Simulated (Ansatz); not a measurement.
# SiRu under changes of volume

One of the cells (13.049 Å³/atom); the others are scaled copies at fixed shape and fractional positions:

```
Ru Si
1.0
     4.70860    0.00000    0.00000
     0.00000    4.70860    0.00000
     0.00000    0.00000    4.70860
Ru Si
4 4
Direct
  0.12941 0.12941 0.12941
  0.37059 0.87059 0.62941
  0.62941 0.37059 0.87059
  0.87059 0.62941 0.37059
  0.83758 0.83758 0.83758
  0.66242 0.16242 0.33758
  0.33758 0.66242 0.16242
  0.16242 0.33758 0.66242
```

The cell comes from a database or a generator and needn't be the stable form of this composition.

* Program: Ansatz 0.2.0
* Functional: LDA
* Potentials or basis: Ansatz PAW
* Cutoff: 420 eV (not typed: the program's choice for these potentials)
* k mesh: 6 × 6 × 6
* Occupations: fermi-dirac, width 0.05 eV
* Spin: no spin polarisation

```csv
volume (Å³/atom),energy over the lowest point (meV/atom),pressure (GPa),gap on the mesh (eV),largest force (eV/Å)
12.266,13.42,10.5,0.27,0.354
12.527,1.75,4.0,0.26,0.194
12.788,0.00,-1.7,0.26,0.046
13.049,?,?,?,?
13.310,22.08,-11.4,0.25,0.217
13.571,44.09,-15.5,0.24,0.334
13.832,72.37,-19.1,0.24,0.443
```

Task: What does the run at 13.049 Å³/atom give?

Result: Energy over the lowest point 7.10 meV/atom; pressure -6.8 GPa; gap on the mesh 0.25 eV; largest force 0.090 eV/Å.

Worked out: A Birch-Murnaghan fit of order 3 (a polynomial in V^(-2/3)) to the other rows has its minimum at 12.71 Å³/atom with B0 = V·E''(V) = 274 GPa and B' = 4.6 at fixed shape and positions, which overstates the stiffness. It gives 7.10 meV/atom at 13.049 Å³/atom, against the run's 7.10, and -dE/dV = -6.9 GPa, against -6.8. A straight line through the other rows of the gap, of slope -0.25 eV per unit of ln V, gives 0.25 eV, against the run's 0.25.

Energies are extrapolated to zero smearing.

Caveats: the PAW data sets come from PBE, with cores solved anew for the run's functional, which leaves a small shift of forces and pressure.

A mesh can miss the band edges. Spin-orbit coupling on Ru is left out.
